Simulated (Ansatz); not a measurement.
Input for Ansatz (plane-wave DFT, PAW):

```yaml
crystal:
  lattice:
    - [-1.6971675, 1.6971675, 1.6971675]
    - [1.6971675, -1.6971675, 1.6971675]
    - [1.6971675, 1.6971675, -1.6971675]
  atoms:
    - { symbol: Li, position: [0.0, 0.0, 0.0] }
basis:
  ecutwfc: 420
kpoints:
  mp_grid: { grid: [16, 16, 16] }
hamiltonian:
  xc: pbe
scf:
  occupations: { method: gaussian, width: 0.1 }
output:
  forces: true
  stress: true
  eigenvalues: true
```

Command:
```bash
ansatz run input.yaml --threads 1 --pin off --max-ram 1331MiB --backend cpu --events-out ev --progress --plain --runs-dir out
```

Theory: DFT PBE, scalar-relativistic, plane waves, PAW (Ansatz 0.2.0).

From the run's log, abridged (final results; tables in files aren't shown):

```
SCF 1 converged in 6 iterations: F = -204.686899 eV  dr2 = 2.09e-16
SCF converged after 6 iterations
Free energy (F): -204.686899 eV
Harris-Foulkes:  -204.686899 eV  (|F-HF|=2.84e-14)
Internal energy: -204.684027 eV  (E = F + TS)
E sigma→0 (E₀):  -204.685463 eV
Entropy (-TS):   -0.002873 eV (-2.873 meV/atom)
Fermi energy:    1.130457 eV
--- Per-component energies (eV) ---
  E_band       = -90.851506
  E_kinetic    = 21.327539
  E_local      = -131.056803  (includes V_loc(G=0)·N_el)
  E_nonlocal   = -33.227021
  E_hartree    = 38.886393
  E_xc         = -10.124647
  E_vxc        = -13.035165  (∫ρ·V_xc dr)
  E_paw        = -21.015951  (= ΣΔE_a)
  E_vpaw       = -12.632861  (= ΣTr[D̂ρ^β])
  E_aug_tail   = 0.000020  (compensation charges beyond the density's cutoff)
  E_ewald      = -69.473556
  E_smearing   = -0.002873  (= −TS)
--- Forces (eV/Å), atoms counted from 1 ---
  atom   1  Li     0.00000000     0.00000000     0.00000000
--- Stress (GPa, compression-positive) ---
        0.528642       0.000000       0.000000
        0.000000       0.528642       0.000000
        0.000000       0.000000       0.528642
  P = ⅓ Tr σ = 0.5286 GPa (5.286 kbar)
--- Band table (eV; the first three rows and the last of 145) ---
  k-point 0: bands = ["-45.3137", "-2.4807", "16.1284", "16.1284", "16.1284", "20.9644"]
  k-point 1: bands = ["-45.3128", "-2.4057", "15.6101", "15.7382", "15.9933", "19.7719"]
  k-point 2: bands = ["-45.3104", "-2.1804", "14.0992", "14.9095", "15.6108", "18.7050"]
  k-point 144: bands = ["-45.2763", "6.7934", "6.7934", "6.7934", "9.0759", "9.0759"]
```

Self-consistency was reached.